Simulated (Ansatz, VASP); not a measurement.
**One calculation of ZnO, two programs**

Contents of INCAR:

```
SYSTEM = ZnO
PREC = Accurate
ENCUT = 520
EDIFF = 1E-8
ISMEAR = -1
SIGMA = 0.02
LREAL = .False.
LASPH = .True.
NELM = 60
ALGO = Normal
ISIF = 2
LWAVE = .False.
LCHARG = .False.
GGA = PE
LEFG = .True.
NBANDS = 26
```

File KPOINTS:

```
regular mesh
0
Gamma
  11 11 6
  0 0 0
```

File POSCAR:

```
ZnO
1.0
    3.2385310885      0.0000000000      0.0000000000
   -1.6192655442      2.8046501935      0.0000000000
    0.0000000000      0.0000000000      5.1863958566
Zn O
2 2
Direct
    0.3333333333      0.6666666667      0.0000000000
    0.6666666667      0.3333333333      0.5000000000
    0.3333333333      0.6666666667      0.3821000000
    0.6666666667      0.3333333333      0.8821000000
```

Input for Ansatz:

```yaml
crystal:
  lattice:
    - [3.2385310885, 0.0, 0.0]
    - [-1.6192655442, 2.8046501935, 0.0]
    - [0.0, 0.0, 5.1863958566]
  atoms:
    - { symbol: Zn, position: [0.3333333333, 0.6666666667, 0.0] }
    - { symbol: Zn, position: [0.6666666667, 0.3333333333, 0.5] }
    - { symbol: O, position: [0.3333333333, 0.6666666667, 0.3821] }
    - { symbol: O, position: [0.6666666667, 0.3333333333, 0.8821] }
kpoints:
  mp_grid: { grid: [11, 11, 6] }
scf:
  occupations: { method: fermi_dirac, width: 0.02 }
hamiltonian:
  xc: pbe
  pseudopotentials: { kind: paw }
output:
  forces: true
  stress: true
  eigenvalues: true
  efg: { contact_densities: true }
  write_density: true
  write_potential: true
  elf: true
  volumetric_format: npy
```

Change from the starting cell: volume scaled by 0.99, PAW files.

Alike in both runs: task electric field gradients; functional PBE; k mesh 11 × 11 × 6; occupations fermi-dirac, width 0.02 eV; no spin polarisation.

|  | VASP | Ansatz |
| --- | --- | --- |
| version | VASP 6.6.1 | Ansatz 0.2.0 |
| potentials or method | VASP PAW PBE potentials, release 64 (Zn, O) | PAW with Ansatz's default frozen-core files, scalar-relativistic |
| plane-wave cutoff (eV) | 520 | 420 |
| valence electrons in the cell | 36 | 36 |

```csv
,VASP,Ansatz,Ansatz less VASP
gap on the k mesh at the Fermi level (eV),0.80,0.82,+0.015
pressure (GPa),7.6,6.5,-1.11
largest component of the traceless stress (GPa),0.14,0.18,+0.040
rms of the force components (eV/Å),0.019,0.018,-0.0009
Vzz of the field gradient on the site that differs most (V/Å²),7.7,7.6,-0.15
```

Atom by atom the forces differ by 0.001 eV/Å (rms over components). With one functional, cell and mesh, what is left measures potentials, basis and numerics.
